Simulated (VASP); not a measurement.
# How U changes GaCo, part 3 of 3

What does DFT+U do to GaCo? The start is a cell from a database of measured crystal structures.

VASP 6.6.1, plane waves and PAW; the level of theory is named at each step.

Still holding for the runs below: The magnetic state follows from one typed start and may not be the lowest. The k-mesh is coarse for a metal. A U on the itinerant d states of such a compound is hard to justify; it moves the bands at the Fermi level and favours large moments.

So far, largest spin moment in the PAW sphere (μB): step 3 (series over U, start order AFM, U 0, PBE) 0.392; step 7 (series over U, start order AFM, U 4, PBE, DFT+U) 1.38.

## 8. Series over U, start order fm, U 6

This step: PBE, DFT+U (Co d 6 eV), spin-polarised from a ferromagnetic start; plane waves and PAW (Ga, Co) (VASP 6.6.1).

The input, INCAR:

```
SYSTEM = GaCo
PREC = Accurate
ENCUT = 350
EDIFF = 1E-06
NELM = 150
ISMEAR = 1
SIGMA = 0.05
LREAL = .FALSE.
ALGO = Normal
GGA = PE
NBANDS = 21
ISPIN = 2
MAGMOM = 0 0 2 2
LDAU = .TRUE.
LDAUTYPE = 2
LDAUL = -1 2
LDAUU = 0 6
LDAUJ = 0 0
LDAUPRINT = 1
LASPH = .TRUE.
LMAXMIX = 4
LORBIT = 11
LWAVE = .FALSE.
LCHARG = .FALSE.
AMIX = 0.2
BMIX = 1E-04
AMIX_MAG = 0.8
BMIX_MAG = 1E-04
NEDOS = 1200
```

The input, POSCAR:

```
GaCo
1.0
    2.8780000000      0.0000000000      0.0000000000
    0.0000000000      2.8780000000      0.0000000000
    0.0000000000      0.0000000000      5.7560000000
Ga Co
2 2
Direct
    0.5000000000      0.5000000000      0.2500000000
    0.5000000000      0.5000000000      0.7500000000
    0.0000000000      0.0000000000      0.0000000000
    0.0000000000      0.0000000000      0.5000000000
```

The input, KPOINTS:

```
Automatic mesh
0
Gamma
6 6 3
0 0 0
```

The projector-augmented-wave data sets are Ga and Co (PBE family, release 64).

The run is started by

```bash
$ mpirun -np 1 vasp_std
```

Output:

```text
[... set-up lines as in an earlier step ...]
 entering main loop
       N       E                     dE             d eps       ncg     rms          rms(c)
DAV:   1     0.116338656782E+03    0.11634E+03   -0.81425E+03  1712   0.935E+02
DAV:   2    -0.636220177635E+01   -0.12270E+03   -0.11614E+03  1700   0.219E+02
DAV:   3    -0.113848216860E+02   -0.50226E+01   -0.49420E+01  2025   0.577E+01
DAV:   4    -0.114487264981E+02   -0.63905E-01   -0.63857E-01  1964   0.582E+00
[...]
DAV:  22    -0.122544738517E+02    0.11653E-05   -0.67003E-06  1533   0.177E-02    0.360E-03
DAV:  23    -0.122544756186E+02   -0.17669E-05   -0.53698E-06  1303   0.182E-02    0.191E-03
DAV:  24    -0.122544758341E+02   -0.21552E-06   -0.31316E-07   856   0.554E-03
   1 F= -.12254476E+02 E0= -.12254734E+02  d E =0.775505E-03  mag=     3.0885
```

The job ended after 44 s (1 MPI rank of AMD EPYC 7R43, shared host; peak memory 0.12 GiB).

Parts of OUTCAR (step 8):

```text
  Total        5.3947534      5.3947534      5.3958298     -0.0000000      0.0000000     -0.0000000
  in kB      181.2924899    181.2924899    181.3286625     -0.0000000      0.0000000     -0.0000000
  external PRESSURE =     181.3045474 kB  Pullay stress =       0.0000000 kB

  FREE ENERGIE OF THE ION-ELECTRON SYSTEM (eV)
  ---------------------------------------------------
  free  energy   TOTEN  =       -12.2544758341 eV

  energy  without entropy=      -12.2552513393  energy(sigma->0) =      -12.25473434

 magnetization (x)
# of ion       s       p       d       tot
------------------------------------------
    1       -0.024  -0.051  -0.034  -0.109
    2       -0.024  -0.051  -0.034  -0.109
    3       -0.004  -0.003   1.661   1.654
    4       -0.004  -0.003   1.661   1.654
--------------------------------------------------
tot         -0.057  -0.107   3.253   3.089

[... 3 parts as in an earlier step ...]

[... 1 further part left out ...]
[key lines of the parts left out:]
E-fermi :   8.2629
```

The density of states is cut at 3.1 eV, since the bands computed begin to run out above.

Energy at zero smearing: -12.25473 eV.

## 9. Series over U, start order AFM, U 6

This step: PBE, DFT+U (Co d 6 eV), spin-polarised from an antiferromagnetic start; plane waves and PAW (Ga, Co) (VASP 6.6.1).

INCAR: that of step 8 with these lines changed.

```diff
@@ -12,3 +12,3 @@
 ISPIN = 2
-MAGMOM = 0 0 2 2
+MAGMOM = 0 0 2 -2
 LDAU = .TRUE.
```

POSCAR is that of step 8.

KPOINTS is that of step 8.

The run is started by

```bash
$ mpirun -np 1 vasp_std
```

Output:

```text
[... set-up lines as in an earlier step ...]
 entering main loop
       N       E                     dE             d eps       ncg     rms          rms(c)
DAV:   1     0.117211108248E+03    0.11721E+03   -0.81082E+03  1712   0.927E+02
DAV:   2    -0.607550907799E+01   -0.12329E+03   -0.11726E+03  1700   0.219E+02
DAV:   3    -0.114291895778E+02   -0.53537E+01   -0.52776E+01  2018   0.606E+01
DAV:   4    -0.114980981143E+02   -0.68909E-01   -0.68839E-01  2021   0.597E+00
[...]
DAV:  20    -0.123815842956E+02   -0.33770E-05   -0.11798E-05  2264   0.479E-02    0.688E-03
DAV:  21    -0.123815860230E+02   -0.17274E-05   -0.11455E-05  1836   0.287E-02    0.346E-03
DAV:  22    -0.123815862722E+02   -0.24916E-06   -0.18471E-06  1056   0.177E-02
   1 F= -.12381586E+02 E0= -.12380761E+02  d E =-.247570E-02  mag=     0.0000
```

Wall time 40 s (1 MPI rank); peak memory 0.12 GiB.

From OUTCAR (step 9):

```text
  Total        4.2997806      4.2997806      3.4939586      0.0000000      0.0000000      0.0000000
  in kB      144.4955623    144.4955623    117.4156472      0.0000000      0.0000000      0.0000000
  external PRESSURE =     135.4689239 kB  Pullay stress =       0.0000000 kB

  FREE ENERGIE OF THE ION-ELECTRON SYSTEM (eV)
  ---------------------------------------------------
  free  energy   TOTEN  =       -12.3815862722 eV

  energy  without entropy=      -12.3791105762  energy(sigma->0) =      -12.38076104

 magnetization (x)
# of ion       s       p       d       tot
------------------------------------------
    1        0.000   0.000   0.000   0.000
    2        0.000   0.000   0.000   0.000
    3        0.012  -0.004   1.613   1.621
    4       -0.012   0.004  -1.613  -1.621
--------------------------------------------------
tot          0.000   0.000   0.000   0.000

[... 3 parts as in an earlier step ...]

[... 1 further part left out ...]
[key lines of the parts left out:]
E-fermi :   8.2667
```

Energy at zero smearing: -12.38076 eV.

The run ends at a pressure of 13.55 GPa.

## 10. Series over U, start order fm, U 6 (run 2)

This step: PBE, DFT+U (Co d 6 eV), spin-polarised from a ferromagnetic start; plane waves and PAW (Ga, Co) (VASP 6.6.1).

INCAR: that of step 9 with these lines changed.

```diff
@@ -12,8 +12,8 @@
 ISPIN = 2
-MAGMOM = 0 0 2 -2
+MAGMOM = 0 0 2 2
 LDAU = .TRUE.
-LDAUTYPE = 2
+LDAUTYPE = 1
 LDAUL = -1 2
 LDAUU = 0 6
-LDAUJ = 0 0
+LDAUJ = 0 0.9
 LDAUPRINT = 1
```

POSCAR is that of step 9.

KPOINTS is that of step 9.

The run is started by

```bash
$ mpirun -np 1 vasp_std
```

Output:

```text
[... set-up lines as in an earlier step ...]
 entering main loop
       N       E                     dE             d eps       ncg     rms          rms(c)
DAV:   1     0.114897256902E+03    0.11490E+03   -0.81163E+03  1712   0.933E+02
DAV:   2    -0.804826798910E+01   -0.12295E+03   -0.11634E+03  1700   0.219E+02
DAV:   3    -0.129227130684E+02   -0.48744E+01   -0.47925E+01  2028   0.566E+01
DAV:   4    -0.129850644390E+02   -0.62351E-01   -0.62303E-01  1995   0.571E+00
[...]
DAV:  24    -0.136741487088E+02   -0.25393E-04   -0.57916E-05  2382   0.560E-02    0.883E-03
DAV:  25    -0.136741503696E+02   -0.16608E-05   -0.28066E-06  1160   0.126E-02    0.280E-03
DAV:  26    -0.136741499964E+02    0.37322E-06   -0.16965E-06   974   0.106E-02
   1 F= -.13674150E+02 E0= -.13674300E+02  d E =0.450401E-03  mag=     3.0925
```

Wall time 42 s (1 MPI rank); peak memory 0.12 GiB.

From OUTCAR (step 10):

```text
  Total        5.6266041      5.6266041      5.6265236      0.0000000      0.0000000      0.0000000
  in kB      189.0839101    189.0839101    189.0812065      0.0000000      0.0000000      0.0000000
  external PRESSURE =     189.0830089 kB  Pullay stress =       0.0000000 kB

 POSITION                                       TOTAL-FORCE (eV/Angst)
 -----------------------------------------------------------------------------------
      1.43900      1.43900      1.43900        -0.000000      0.000000      0.000000
      1.43900      1.43900      4.31700        -0.000000      0.000000      0.000000
      0.00000      0.00000      0.00000         0.000000     -0.000000      0.000000
      0.00000      0.00000      2.87800         0.000000     -0.000000      0.000000
 -----------------------------------------------------------------------------------
    total drift:                                0.000000      0.000000      0.000000

  FREE ENERGIE OF THE ION-ELECTRON SYSTEM (eV)
  ---------------------------------------------------
  free  energy   TOTEN  =       -13.6741499964 eV

  energy  without entropy=      -13.6746003971  energy(sigma->0) =      -13.67430013

 magnetization (x)
# of ion       s       p       d       tot
------------------------------------------
    1       -0.019  -0.032  -0.030  -0.081
    2       -0.019  -0.032  -0.030  -0.081
    3       -0.002  -0.000   1.618   1.616
    4       -0.002  -0.000   1.618   1.616
--------------------------------------------------
tot         -0.043  -0.065   3.177   3.069

[... 2 parts as in an earlier step ...]

[... 1 further part left out ...]
[key lines of the parts left out:]
E-fermi :   8.2277
```

Spin moment in the PAW sphere by atom:

| atom | spin moment in the PAW sphere (μB) |
| --- | --- |
| Ga1 | -0.08 |
| Ga2 | -0.08 |
| Co3 | 1.62 |
| Co4 | 1.62 |

Energy at zero smearing: -13.67430 eV.

The run ends at a pressure of 18.91 GPa.

## 11. Series over U, start order AFM, U 6 (run 2)

This step: PBE, DFT+U (Co d 6 eV), spin-polarised from an antiferromagnetic start; plane waves and PAW (Ga, Co) (VASP 6.6.1).

INCAR: that of step 10 with these lines changed.

```diff
@@ -12,3 +12,3 @@
 ISPIN = 2
-MAGMOM = 0 0 2 2
+MAGMOM = 0 0 2 -2
 LDAU = .TRUE.
```

POSCAR is that of step 10.

KPOINTS is that of step 10.

The run is started by

```bash
$ mpirun -np 1 vasp_std
```

Output:

```text
[... set-up lines as in an earlier step ...]
 entering main loop
       N       E                     dE             d eps       ncg     rms          rms(c)
DAV:   1     0.115662458717E+03    0.11566E+03   -0.80830E+03  1712   0.925E+02
DAV:   2    -0.780928557395E+01   -0.12347E+03   -0.11734E+03  1700   0.219E+02
DAV:   3    -0.129758311897E+02   -0.51665E+01   -0.50888E+01  2023   0.592E+01
DAV:   4    -0.130440434866E+02   -0.68212E-01   -0.67685E-01  2031   0.588E+00
[...]
DAV:  21    -0.137609257515E+02   -0.22496E-04   -0.45898E-05  2569   0.575E-02    0.281E-02
DAV:  22    -0.137609295781E+02   -0.38266E-05   -0.95122E-06  2174   0.253E-02    0.645E-03
DAV:  23    -0.137609303951E+02   -0.81703E-06   -0.17971E-06  1068   0.127E-02
   1 F= -.13760930E+02 E0= -.13760471E+02  d E =-.137827E-02  mag=     0.0000
```

Elapsed: 38 s, on 1 MPI rank; peak memory 0.12 GiB.

From OUTCAR (step 11):

```text
  Total        4.4842278      4.4842278      3.4802332      0.0000000      0.0000000      0.0000000
  in kB      150.6939742    150.6939742    116.9543980      0.0000000      0.0000000      0.0000000
  external PRESSURE =     139.4474488 kB  Pullay stress =       0.0000000 kB

 POSITION                                       TOTAL-FORCE (eV/Angst)
 -----------------------------------------------------------------------------------
      1.43900      1.43900      1.43900         0.000000      0.000000      0.000000
      1.43900      1.43900      4.31700         0.000000      0.000000      0.000000
      0.00000      0.00000      0.00000         0.000000      0.000000      0.000000
      0.00000      0.00000      2.87800         0.000000      0.000000      0.000000
 -----------------------------------------------------------------------------------
    total drift:                                0.000000      0.000000      0.000000

  FREE ENERGIE OF THE ION-ELECTRON SYSTEM (eV)
  ---------------------------------------------------
  free  energy   TOTEN  =       -13.7609303951 eV

  energy  without entropy=      -13.7595521218  energy(sigma->0) =      -13.76047097

 magnetization (x)
# of ion       s       p       d       tot
------------------------------------------
    1        0.000   0.000   0.000   0.000
    2        0.000   0.000   0.000   0.000
    3        0.011  -0.004   1.550   1.556
    4       -0.011   0.004  -1.550  -1.556
--------------------------------------------------
tot          0.000   0.000   0.000   0.000

[... 2 parts as in an earlier step ...]

[... 1 further part left out ...]
[key lines of the parts left out:]
E-fermi :   8.2759
```

Spin moment in the PAW sphere by atom:

| atom | spin moment in the PAW sphere (μB) |
| --- | --- |
| Ga1 | 0.00 |
| Ga2 | 0.00 |
| Co3 | 1.56 |
| Co4 | -1.56 |

Energy at zero smearing: -13.76047 eV.

The run ends at a pressure of 13.94 GPa.

## 12. Summary

This step: DFT+U series, PBE; plane waves and PAW (VASP 6.6.1).

No new run; the numbers come from the runs before.

Energies at different U are not comparable. U series, by row:

| U (eV) | J (eV) | LDAUTYPE | start | energy (eV/atom) | mean moment (μB) | gap on the mesh (eV) | pressure (GPa) |
| --- | --- | --- | --- | --- | --- | --- | --- |
| 0 | 0 | - | fm | -5.274 | 0.003 | 0 | -0.06057 |
| 0 | 0 | - | afm | -5.277 | 0.392 | 0 | 0.5365 |
| 3 | 0 | 2 | fm | -3.978 | 0.691 | 0 | -0.9125 |
| 3 | 0 | 2 | afm | -3.999 | 0.815 | 0 | -0.9539 |
| 4 | 0 | 2 | fm | -3.59 | 1.032 | 0 | 2.841 |
| 4 | 0 | 2 | afm | -3.651 | 1.377 | 0 | 8.775 |
| 6 | 0 | 2 | fm | -3.064 | 1.654 | 0 | 18.13 |
| 6 | 0 | 2 | afm | -3.095 | 1.621 | 0 | 13.55 |
| 6 | 0.9 | 1 | fm | -3.419 | 1.616 | 0 | 18.91 |
| 6 | 0.9 | 1 | afm | -3.44 | 1.556 | 0 | 13.94 |

## 13. What came out

| Quantity | Value |
| --- | --- |
| U = 0 eV, J = 0 eV, fm start | mean size of the moments 0.00 μB |
| U = 0 eV, J = 0 eV, afm start | mean size of the moments 0.39 μB |
| U = 3 eV, J = 0 eV, fm start | mean size of the moments 0.69 μB |
| U = 3 eV, J = 0 eV, afm start | mean size of the moments 0.81 μB |
| U = 4 eV, J = 0 eV, fm start | mean size of the moments 1.03 μB |
| U = 4 eV, J = 0 eV, afm start | mean size of the moments 1.38 μB |
| U = 6 eV, J = 0 eV, fm start | mean size of the moments 1.65 μB |
| U = 6 eV, J = 0 eV, afm start | mean size of the moments 1.62 μB |
| U = 6 eV, J = 0.9 eV, fm start | mean size of the moments 1.62 μB |
| U = 6 eV, J = 0.9 eV, afm start | mean size of the moments 1.56 μB |

What this shows: For the ferromagnetic start without J, from U = 0 to 6 eV the mean moment goes from 0.00 to 1.65 μB, the cell stays metallic, and the pressure goes from -0.1 to 18.1 GPa. At U = 0, 3, 4 and 6 eV the other start ends lower in energy than the ferromagnetic one, so this line doesn't follow the lower state. A jump between neighbouring rows can also mean that the runs ended in different spin or orbital states. U acts inside the PAW spheres, so the same number means something else in a code with other projectors.

[Lines on the potential files, build, host, timing and source positions are cut from VASP's logs without a mark.]

[Logs are printed without paths, hosts, clocks, repeated set-up lines and the standing remarks that a program may print on its own settings, such as how far it seeks lower states.]

[Hosts, paths, dates, database ids (printed as entryN), source tags and the programs' standing remarks are cut or masked in the printed files.]

[In band tables of VASP the shares of atoms and orbitals are scaled to a sum of 1 inside the atoms' spheres.]

[Runs that stopped without an error message from VASP are left out.]
